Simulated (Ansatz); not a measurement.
# AlN (P6_3mc):Sb_N-Si_Al, thermodynamic levels from a 72-atom cell, part 2 of 2

Aim: at which Fermi levels does Sb_N-Si_Al in AlN (P6_3mc) change its charge? The model is a cell of 72 host atoms with 1 N and 1 Al taken out and 1 Sb and 1 Si put in.

Ansatz; place-levels on r2SCAN runs: charge-transition levels and formation energies with image-charge correction and potential alignment at the atomic sites; PAW set soft_1.

So far: Starting point; What was run first; Placing the levels, r2SCAN.

## Step 3: Placing the levels, r2SCAN (continued)

Levels between the charges placed, in eV above the valence top:

```
        gap (eV)  (+2/+1)  (+1/0)  (0/−1)
r2SCAN      4.88     0.84    3.84    4.22
```

Corrections by state:

```
charge  moment (μB)  image terms and alignment (eV)  band filling (eV)                               ε used  over the lowest of its charge, as the program ranks them, band filling apart (eV)
    +2          1.0                           1.822                  -  principal values (8.15, 8.15, 9.65)                                                                              0.000
    +1          0.0                           0.661                  -  principal values (8.15, 8.15, 9.65)                                                                              0.000
     0          1.0                           0.000                  -                                    -                                                                              0.000
    −1          0.0                          -0.192                  -  principal values (8.15, 8.15, 9.65)                                                                              0.000
```

The charged structures listed were also run neutral, and place-levels reads from each pair, by the potential or the spins, how wide the charge is by which they differ; that can be the carrier of either run.

```
charge  rms radius (Å)  spread where it is widest against the cell (Å)  wide from (Å)  reading
    +2             3.0                                            1.90           1.40     wide
    +1             3.2                                            2.16           1.40     wide
    −1             1.8                                            1.11           1.40   narrow
```

The neutral runs of these pairs need not share the spin of the lowest neutral state, and very wide values only mean spread over the cell.

From the program's caveats on the states, each cut to its opening words:

- charge +2 (1 μB): it parts from the run at its places by a charge that spreads by about 1.9 Å along one vector (1.4 Å or more is wide), by its potential at epsilon [4.49, 4.49, [...]
- charge +2 (1 μB): the far atoms show a dipole or second moment of the defect's charge, for which the correction takes or leaves out 0.079 eV: further moments aren't read, and [...]
- charge +2 (1 μB), +1: its displacements don't fall off away from the defect: farther atoms stand 0.033 Å off the host's places
- charge +2 (1 μB), 0 (1 μB): flagged: stability check not made
- charge +1: it parts from the run at its places by a charge that spreads by about 2.2 Å along one vector (1.4 Å or more is wide), by its potential at epsilon [4.49, 4.49, [...]
- charge 0 (1 μB): its displacements don't fall off away from the defect: farther atoms stand 0.026 Å off the host's places
- charge −1: its alignment with the host at atomic sites is doubtful: the mean over the far sites moves by +0.0538 eV from their farther parts to their nearer, more than [...]
- charge −1: its sublattices stand up to 0.0196 Å off the host's, which by the two runs' forces adds about +0.01 eV to its energy against the host's, and moves the band [...]
- charge −1: its displacements don't fall off away from the defect: farther atoms stand 0.027 Å off the host's places

The host's formation energy from the elements is -1.627 eV per atom; it sets how far the chemical potentials can move.

Limit set by the element alone; other compounds of these elements are not counted. Chemical potentials from the elements' reference states: Al 0.00 eV, N -3.25 eV, Sb 0.00 eV, Si 0.00 eV. Formation energy by charge state (Al-rich; gap 4.88 eV):

```
charge  at valence top (eV)  at conduction bottom (eV)  correction included (eV)
    +2                 4.07                      13.82                      1.82
    +1                 4.90                       9.78                      0.66
     0                 8.74                       8.74                      0.00
    −1                12.96                       8.08                     -0.19
```

| Fermi level (eV) | lowest formation energy (eV) |
| --- | --- |
| 0.00 | 4.07 |
| 0.44 | 4.95 |
| 0.89 | 5.79 |
| 1.33 | 6.23 |
| 1.77 | 6.68 |
| 2.22 | 7.12 |
| 2.66 | 7.57 |
| 3.11 | 8.01 |
| 3.55 | 8.45 |
| 3.99 | 8.74 |
| 4.43 | 8.53 |
| 4.88 | 8.08 |

Limit set by the element alone; other compounds of these elements are not counted. Chemical potentials from the elements' reference states: N 0.00 eV, Al -3.25 eV, Sb 0.00 eV, Si 0.00 eV. Formation energy by charge state (N-rich; gap 4.88 eV):

```
charge  at valence top (eV)  at conduction bottom (eV)  correction included (eV)
    +2                 4.07                      13.82                      1.82
    +1                 4.90                       9.78                      0.66
     0                 8.74                       8.74                      0.00
    −1                12.96                       8.08                     -0.19
```

Fermi level (eV), lowest formation energy (eV) and a bar from the least value:
```
     0.00       4.07 
     0.44       4.95 ######
     0.89       5.79 ###########
     1.33       6.23 ##############
     1.77       6.68 #################
     2.22       7.12 ####################
     2.66       7.57 ######################
     3.11       8.01 #########################
     3.55       8.45 ############################
     3.99       8.74 ##############################
     4.43       8.53 #############################
     4.88       8.08 ##########################
```

## Step 4: Effect of the sampling

The relaxations' own energies give the levels at their sampling, for comparison.

File levels.relax_mesh.yaml:

```yaml
host:
  run: host.relax.run
states: [qm1.relax.run, q0_M1.relax.run, qp1.relax.run, qp2_M1.relax.run]
chemical_potentials:
  "N":
    energy: -384.814403
    dataset: "<sha256 of the dataset>"
  Sb:
    energy: -6499.197686
    dataset: <sha256 of the dataset>
  Al:
    energy: -540.418346
    dataset: <sha256 of the dataset>
  Si:
    energy: -639.06578
    dataset: <sha256 of the dataset>
```

The run is started by

```sh
$ ansatz place-levels levels.relax_mesh.yaml -- --threads 4 --pin off --max-ram 7536MiB
```

The program printed:

```text
(+2/+1) 0.858 eV above the valence edge, 4.028 eV under the conduction edge
(+1/0) 3.875 eV above the valence edge, 1.011 eV under the conduction edge
(0/-1) 4.255 eV above the valence edge, 0.630 eV under the conduction edge
formation energy of charge +2: +7.184 eV with the Fermi level at the valence edge
formation energy of charge +1: +8.042 eV with the Fermi level at the valence edge
formation energy of charge 0: +11.916 eV with the Fermi level at the valence edge
formation energy of charge -1: +16.172 eV with the Fermi level at the valence edge
  edges by r2scan, gap 4.886 eV; the host is sampled to repeats of 13.64 Å
[... the lines on each state left out ...]
```

Wall time 0.16 s (4 threads of Arm Neoverse V1, shared host).

Levels between neighbouring charges, in eV above the valence top:

```
                        gap (eV)  (+2/+1)  (+1/0)  (0/−1)
one point at (¼, ¼, ¼)      4.89     0.86    3.87    4.26
  a 2×2×2 shifted mesh      4.88     0.84    3.84    4.22
```

Going from one point at (¼, ¼, ¼) to a 2×2×2 shifted mesh moves the levels that carry no band-filling term by up to 0.04 eV and formation energies against the elements by up to 0.14 eV.

## Step 5: Summary of results

```json
{
 "gap of the host": "4.88 eV (r2SCAN)",
 "level (plus 2/plus 1)": "0.84 eV above the valence top",
 "level (plus 1/0)": "3.84 eV above the valence top",
 "level (0/minus 1)": "4.22 eV above the valence top",
 "lowest of the charges placed, just above the valence top (0.02 eV)": "+2",
 "lowest of the charges placed, just below the conduction bottom (0.02 eV)": "−1",
 "lowest formation energy at mid-gap of the charges run, Al-rich": "7.34 eV",
 "lowest formation energy at mid-gap of the charges run, N-rich": "7.34 eV"
}
```

What this shows: Of the charges placed (−1, 0, +1 and +2), the lowest changes at 0.84 eV (+2/+1), 3.84 eV (+1/0) and 4.22 eV (0/−1) above the valence top, in a gap of 4.88 eV. (+2/+1) lies nearer to a band edge than the share of the finite-size correction in it (1.16 eV), and that correction holds for a localised charge alone. Charges above +2 and below −1 were not placed, so these runs say nothing of levels that involve them. States placed: +2 at 1 μB; +1 at 0 μB; 0 at 1 μB; −1 at 0 μB. Other spin states or structures, where not listed, weren't placed. Corrections reach 1.8 eV, so the cell is small for these charges and their levels are rough. Sb and Si is taken at its element; compounds, which aren't counted here, bound the chemical potentials and would shift these formation energies. Going from one point at (¼, ¼, ¼) to a 2×2×2 shifted mesh moves the levels that carry no band-filling term by up to 0.04 eV and formation energies against the elements by up to 0.14 eV. The program doubts the alignment of potentials for at least one state, a sign that the cell is small. Keep in mind: r2SCAN makes the gap too small and tends to spread out bound carriers; where a gas molecule sets a chemical potential or the host's formation energy, its binding is uncorrected; spin–orbit coupling, which can matter with heavy atoms, is left out; force components of up to 0.14 eV/Å remain in a run at the final settings.

[Logs are printed without paths, hosts, clocks, repeated set-up lines and the standing remarks that a program may print on its own settings, such as how far it seeks lower states.]

[Hosts, paths, dates, database ids (printed as entryN), source tags and the programs' standing remarks are cut or masked in the printed files.]

[Where a table of states has a column of steps, it counts the stored structures, which are thinned; the runs took as many ionic steps or more.]

[A defect's name tells the site on which it was built; relaxed atoms can leave that site.]

[For some hosts the program warned that the k-mesh of the response run may be too coarse for force constants and the static dielectric constant; such warnings are not shown here.]
